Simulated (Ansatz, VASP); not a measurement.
**H4C3 (C wire along [100], 9 atoms a period, H-terminated): VASP beside Ansatz**

One calculation is typed for both programs; each brings its own data sets. How far apart do they land? The cell is taken from a series of runs on this material, whose earlier steps may have relaxed, scaled, displaced or heated it; both programs get it as it stands.

Main program and level: Ansatz 0.2.0; plane waves, with VASP 6.6.1 beside it; single point at HSE06.

**1. Set-up**

The cell holds 21 atoms: 9 C and 12 H. Cell: a = 11.663 Å, b = 11.663 Å, c = 3.740 Å, α = 90.0°, β = 90.0°, γ = 90.0°. Vacuum lies along a and b. The structure's axis is c.

**2. Ansatz: single point, HSE06**

Ansatz runs on its PAW soft_1 files.

A single point gives forces, pressure and levels at one fixed geometry, so differences don't come from the geometry; what else differs is listed under the comparison.

The input, input.yaml:

```yaml
crystal:
  lattice:
    - [11.663, 0.0, 0.0]
    - [0.0, 11.663, 0.0]
    - [0.0, 0.0, 3.7403257719]
  atoms:
    - { symbol: C, position: [0.349530137, 0.500011344, 0.0] }
    - { symbol: C, position: [0.500011344, 0.349530137, 0.0] }
    - { symbol: C, position: [0.500011344, 0.650492551, 0.0] }
    - { symbol: C, position: [0.650492551, 0.500011344, 0.0] }
    - { symbol: H, position: [0.292533666, 0.444677746, 0.158615806] }
    - { symbol: H, position: [0.444677746, 0.292533666, 0.158615806] }
    - { symbol: H, position: [0.555344941, 0.707489021, 0.158615806] }
    - { symbol: H, position: [0.707489021, 0.555344941, 0.158615806] }
    - { symbol: C, position: [0.424844156, 0.575178531, 0.243926439] }
    - { symbol: C, position: [0.575178531, 0.424844156, 0.243926439] }
    - { symbol: H, position: [0.368565314, 0.631457374, 0.400833606] }
    - { symbol: H, position: [0.631457374, 0.368565314, 0.400833606] }
    - { symbol: C, position: [0.500011344, 0.500011344, 0.5] }
    - { symbol: H, position: [0.368565314, 0.368565314, 0.599166394] }
    - { symbol: H, position: [0.631457374, 0.631457374, 0.599166394] }
    - { symbol: C, position: [0.424844156, 0.424844156, 0.756073561] }
    - { symbol: C, position: [0.575178531, 0.575178531, 0.756073561] }
    - { symbol: H, position: [0.292533666, 0.555344941, 0.841384194] }
    - { symbol: H, position: [0.444677746, 0.707489021, 0.841384194] }
    - { symbol: H, position: [0.555344941, 0.292533666, 0.841384194] }
    - { symbol: H, position: [0.707489021, 0.444677746, 0.841384194] }
kpoints:
  mp_grid: { grid: [1, 1, 9] }
scf:
  occupations: { method: fermi_dirac, width: 0.05 }
hamiltonian:
  xc: hse06
  pseudopotentials: { kind: paw, azcp: { folder: soft_1 } }
```

Command:

```sh
> ansatz run input.yaml --threads 4 --pin off --max-ram 16384MiB --backend cpu --events-out ev --progress --plain --runs-dir out
```

Numbers of over 12 decimals in the logs are rounded to 6 here.

The log of the run:

```text
Engine: ansatz 0.2.0, aarch64-unknown-linux-gnu
Pseudopotentials: kind: paw
Pseudopotential: C, paw, valence charge 4, recommended cutoff 420 eV (normal), soft_1/C.paw.azcp
Pseudopotential: H, paw, valence charge 1, recommended cutoff 420 eV (normal), soft_1/H.paw.azcp
Functional definition: HSE06
  parameter a = 0.25
  parameter omega = 0.11/bohr
  exchange = pbe_x - a*pbe_x_sr(omega) + a*exact_x_sr(omega)
  correlation = pbe_c
Crystal: 21 atoms, lattice volume = 508.780 Å³
Basis set: ecut = 420 eV, 10021 PW (Γ)
Bands: 45, of which v1, the nominal top of the filled ones, is band 24 counted from 1 (23 counted from 0)
Symmetry: 8 space group operations
Space group: P-42m (ITA 111), of the structure as read, at distance tolerance 8.0e-5 Å
k-points: 5 of 9
Non-local potential: C, projectors of the file, l = 0: 2, l = 1: 2, l = 2: 1
Non-local potential: H, projectors of the file, l = 0: 2, l = 1: 1
PAW form: soft (Blöchl's): semilocal exchange-correlation on the pseudo side does not see the compensation charge
PAW frozen core: C, regenerated for the run's functional, and the local potential with it (the file was generated under x = pbe(κ = 0.804, μ = 0.219515), c = pbe(β = 0.066725))
PAW one-centre angular grid: C, 110 points (default); XC on 64 Gauss nodes
PAW one-centre angular grid: H, 110 points (default); XC on 64 Gauss nodes
Initial density: superposition of atomic densities (neutral atoms: chi_scale 0, normalization atom)
Initial wavefunctions: pseudopotential atomic-orbital guess
Functional: x = pbe(κ = 0.804, μ = 0.219515), c = pbe(β = 0.066725), warm-up for x = pbe(κ = 0.804, μ = 0.219515) + 0.25 (exact − pbe) at short range (hse, ω = 0.207870 Å⁻¹), c = pbe(β = 0.066725); HSE06 as pw.x's `hse` composes it (authors' and Libxc's form: `xc: wpbeh`)
iter 1 solved again at ethr=6.09e-2 eV; its pass at ethr=1.00e-1 eV (dr2=2.92e1 eV) is discarded
SCF iter   1: F=—  HF=-2461.347764 eV  |F-HF|=—  |Δ(HF+E_count)|=         —  Δρ=6.95e-2  dr2=2.93e1  ethr=6.09e-2  ⟨swp⟩=2.6  Hψ=1316  notcnv=0
preconditioner: auto → none  [insulator: Δε(μ)=7.921 eV  Ē_g=16.931 eV  σ=0.050 eV  W_gap=1.00  n_scr=46 (ndim 8)  ℏωp=11.4 eV  f_vac=0.632  D(μ)=0.00/eV (n_scr^D=0)]
SCF iter   2: F=—  HF=-2452.361448 eV  |F-HF|=—  |Δ(HF+E_count)|=    8.99e0  Δρ=3.19e-2  dr2=4.34e0  ethr=6.09e-2  ⟨swp⟩=6.6  Hψ=783  notcnv=0
SCF iter   3: F=—  HF=-2451.311547 eV  |F-HF|=—  |Δ(HF+E_count)|=    1.05e0  Δρ=1.32e-2  dr2=8.21e-1  ethr=9.05e-3  ⟨swp⟩=6.4  Hψ=682  notcnv=0
SCF iter   4: F=—  HF=-2451.109925 eV  |F-HF|=—  |Δ(HF+E_count)|=   2.02e-1  Δρ=4.24e-3  dr2=8.27e-2  ethr=1.71e-3  ⟨swp⟩=6.6  Hψ=676  notcnv=0
iter 5 solved again at ethr=3.93e-6 eV; its pass at ethr=1.72e-4 eV (dr2=1.89e-3 eV) is discarded
SCF iter   5: F=—  HF=-2451.088853 eV  |F-HF|=—  |Δ(HF+E_count)|=   2.11e-2  Δρ=8.39e-4  dr2=1.88e-3  ethr=3.93e-6  ⟨swp⟩=3.0  Hψ=1009  notcnv=0
SCF iter   6: F=-2451.089243 eV  HF=-2451.089153 eV  |F-HF|=9.01e-5  |Δ(HF+E_count)|=   3.00e-4  Δρ=2.47e-4  dr2=1.45e-4  ethr=3.91e-6  ⟨swp⟩=2.0  Hψ=345  notcnv=0
SCF 1 stopped early in 6 iterations: F = -2451.089243 eV  dr2 = 1.45e-4
  greatest PAW one-centre occupation: 0.652 electrons in one spin orbital (limit 2), on the C atom at site 3 (counted from 0), in its partial waves of l = 0
Initial density: handed on by an earlier stage of this run
Initial wavefunctions: those handed on with the density
Functional: x = pbe(κ = 0.804, μ = 0.219515) + 0.25 (exact − pbe) at short range (hse, ω = 0.207870 Å⁻¹), c = pbe(β = 0.066725); HSE06 as pw.x's `hse` composes it (authors' and Libxc's form: `xc: wpbeh`)
Exchange kernel: α = 0.2500, screened, ω = 0.2079 Å⁻¹, Wigner–Seitz truncation, v(0) = 994.1385 eV·Å³, q-mesh 1×1×9, nearest image of the exchange supercell L = 11.66 Å, pair-density grid 80×80×25, without the augmentation charges, whose exchange is taken in its separable form by FFT convolution over the k-point mesh (the finest that the files' search goes to), smooth part of the exact exchange by density-matrix convolution
Frozen-core exchange: fock
SCF iter   1: F=—  HF=-2452.070931 eV  |F-HF|=—  |Δ(HF+E_count)|=         —  Δρ=3.35e-3  dr2=2.53e-2  ethr=3.02e-6  ⟨swp⟩=16.8  Hψ=1479  notcnv=0
preconditioner: auto → none  [insulator: Δε(μ)=5.308 eV  Ē_g=15.780 eV  σ=0.050 eV  W_gap=1.00  n_scr=46 (ndim 8)  ℏωp=11.4 eV  f_vac=0.693  D(μ)=0.00/eV (n_scr^D=0)]
SCF iter   2: F=—  HF=-2452.061523 eV  |F-HF|=—  |Δ(HF+E_count)|=   9.41e-3  Δρ=1.16e-3  dr2=3.41e-3  ethr=3.02e-6  ⟨swp⟩=4.0  Hψ=531  notcnv=0
SCF iter   3: F=—  HF=-2452.069741 eV  |F-HF|=—  |Δ(HF+E_count)|=   8.22e-3  Δρ=1.96e-4  dr2=1.08e-4  ethr=3.02e-6  ⟨swp⟩=4.0  Hψ=484  notcnv=0  defer=1
SCF iter   4: F=—  HF=-2452.069713 eV  |F-HF|=—  |Δ(HF+E_count)|=   2.83e-5  Δρ=4.75e-5  dr2=1.81e-5  ethr=2.02e-7  ⟨swp⟩=3.4  Hψ=506  notcnv=0
SCF iter   5: F=-2452.069803 eV  HF=-2452.069807 eV  |F-HF|=3.71e-6  |Δ(HF+E_count)|=   9.39e-5  Δρ=4.17e-5  dr2=6.03e-6  ethr=2.17e-8  ⟨swp⟩=5.2  Hψ=708  notcnv=0  defer=1
SCF 2 stopped early in 5 iterations: F = -2452.069803 eV  dr2 = 6.03e-6
  greatest PAW one-centre occupation: 0.655 electrons in one spin orbital (limit 2), on the C atom at site 3 (counted from 0), in its partial waves of l = 0
hybrid outer 1: dexx = +1.067e-2 eV, tail = 5.11e-5 eV
Exchange kernel: α = 0.2500, screened, ω = 0.2079 Å⁻¹, Wigner–Seitz truncation, v(0) = 994.1385 eV·Å³, q-mesh 1×1×9, nearest image of the exchange supercell L = 11.66 Å, pair-density grid 80×80×25, without the augmentation charges, whose exchange is taken in its separable form by FFT convolution over the k-point mesh (the finest that the files' search goes to), smooth part of the exact exchange by density-matrix convolution
Frozen-core exchange: fock
SCF iter   1: F=—  HF=-2452.069890 eV  |F-HF|=—  |Δ(HF+E_count)|=         —  Δρ=2.71e-5  dr2=3.14e-6  ethr=5.33e-7  ⟨swp⟩=8.0  Hψ=608  notcnv=0
preconditioner: auto → none  [insulator: Δε(μ)=5.319 eV  Ē_g=15.778 eV  σ=0.050 eV  W_gap=1.00  n_scr=46 (ndim 8)  ℏωp=11.4 eV  f_vac=0.695  D(μ)=0.00/eV (n_scr^D=0)]
iter 2 solved again at ethr=1.93e-10 eV; its pass at ethr=5.65e-9 eV (dr2=9.27e-8 eV) is discarded
SCF iter   2: F=—  HF=-2452.069890 eV  |F-HF|=—  |Δ(HF+E_count)|=   4.21e-7  Δρ=6.94e-6  dr2=1.41e-7  ethr=1.93e-10  ⟨swp⟩=5.4  Hψ=934  notcnv=0  defer=3
SCF iter   3: F=-2452.069890 eV  HF=-2452.069890 eV  |F-HF|=1.66e-8  |Δ(HF+E_count)|=   2.82e-8  Δρ=2.46e-6  dr2=7.10e-8  ethr=1.89e-10  ⟨swp⟩=3.4  Hψ=463  notcnv=0  defer=1
SCF 3 converged in 3 iterations: F = -2452.069890 eV  dr2 = 7.10e-8
  greatest PAW one-centre occupation: 0.655 electrons in one spin orbital (limit 2), on the C atom at site 1 (counted from 0), in its partial waves of l = 0
hybrid outer 2: dexx = +5.427e-7 eV, tail = 1.56e-7 eV, Δε = 2.46e-3 eV (about 1.60e-4 eV left of the loop's levels)
hybrid SCF converged: 2 outer / 8 inner (+6 warm-up), last move |dexx| = 5.43e-7 eV, tail = 1.56e-7 eV
Stability not checked: this state was not tested for a lower state beside it, because the functional holds exact exchange (a hybrid, or Hartree-Fock), whose exchange loop this test does not read (fock_operator; see scf.lower_state_search)
Free energy (F): -2452.069891 eV
Frozen-core exchange: fock
Harris-Foulkes:  -2452.069891 eV  (|F-HF|=1.66e-8)
Internal energy: -2452.069891 eV  (E = F + TS)
E sigma→0 (E₀):  -2452.069891 eV
Fermi energy:    -1.598341 eV
--- Per-component energies (eV) ---
  E_band       = -523.420095
  E_kinetic    = 968.119587
  E_local      = -10543.367242  (includes V_loc(G=0)·N_el)
  E_nonlocal   = 209.754407
  E_hartree    = 4827.400925
  E_xc         = -433.846534
  E_vxc        = -534.467084  (∫ρ·V_xc dr)
  E_exx        = -104.725503  (= α·E_x^exact, valence–valence)
  E_paw        = -904.786018  (= ΣΔE_a)
  E_vpaw       = -68.793650  (= ΣTr[D̂ρ^β])
  E_aug_tail   = -0.012755  (compensation charges beyond the density's cutoff)
  E_ewald      = 3529.548206
  E_core_change = -0.154964  (= ΣΔE_core)
  E_smearing   = -0.000000  (= −TS)
  E_closure    = 0.000000  (closes the sum)
  Σ components = -2452.069891   (vs F -2452.069891, Δ=0.00e0)
--- Band table (eV; the first three rows and the last of 5) ---
  k-point 0: bands = [... 20 lower, -6.6160, -5.3903, -4.2743, -4.2743, 1.0456]
  k-point 1: bands = [... 20 lower, -6.5896, -5.2996, -4.4571, -4.4571, 1.1922]
  k-point 2: bands = [... 20 lower, -6.5215, -5.1381, -4.9372, -4.9372, 1.6070]
  k-point 4: bands = [... 20 lower, -6.3254, -5.9403, -5.9403, -5.3418, 3.0734]
  guard bands above this table: 20 of the run's 45 bands. The solve was not asked for them (output.publish_guard_bands: true or output.eigenvalues: true publishes all)
```

(Part 1 of 2 ends here.)

[Lines on the potential files, build, host, timing and source positions are cut from VASP's logs without a mark.]

[Logs are printed without paths, hosts, clocks, repeated set-up lines and the standing remarks that a program may print on its own settings, such as how far it seeks lower states.]

[Hosts, paths, dates, database ids (printed as entryN), source tags and the programs' standing remarks are cut or masked in the printed files.]
